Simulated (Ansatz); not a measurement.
Crystal: SnO2.

```
Sn O
1.0
     0.00000    2.57415    2.57415
     2.57415    0.00000    2.57415
     2.57415    2.57415    0.00000
Sn O
1 2
Direct
  0.00000 0.00000 0.00000
  0.75000 0.75000 0.75000
  0.25000 0.25000 0.25000
```

Measurements of this composition are mostly on another form, of space group No. 136.

| Property | Result |
| --- | --- |
| Program | Ansatz 0.2.0 |
| Task | relaxation of cell and atoms |
| Functional | RPBE |
| Potentials or basis | Ansatz PAW |
| Cutoff | 420 eV (not typed: the program's choice for these potentials) |
| k mesh | 9 × 9 × 9 |
| Occupations | fermi-dirac, width 0.05 eV |
| Spin | no spin polarisation |

At the start: volume 11.37 Å³/atom.

Question: How do energy, volume and symmetry change on relaxing?

Answer: It ends after 5 steps and the volume is 11.60 Å³/atom (+2.1 %); space group Fm-3m (No. 225, to 0.05 Å).

Step by step:
| step | energy change (eV) | largest force (eV/Å) | volume (Å³) |
| --- | --- | --- | --- |
| 1 | 0.0000 | 0.0000 | 34.11 |
| 2 | -0.0040 | 0.0000 | 34.79 |
| 3 | -0.0080 | 0.0000 | 34.79 |
| 4 | -0.0078 | 0.0000 | 34.81 |
| 5 | -0.0081 | 0.0000 | 34.81 |

Final structure:
```xyz
3
Lattice="0.0000 2.5916 2.5916 2.5916 0.0000 2.5916 2.5916 2.5916 0.0000" Properties=species:S:1:pos:R:3 pbc="T T T"
Sn    0.0000    0.0000    0.0000
O     3.8874    3.8874    3.8874
O     1.2958    1.2958    1.2958
```

Caveat: the plane-wave basis is chosen anew once the cell has moved, so the energies of steps on either side of that aren't comparable; the pressure holds a Pulay correction of +0.8 GPa for the finite cutoff; the PAW data sets come from PBE, with cores solved anew for the run's functional, which leaves a small shift of forces and pressure.
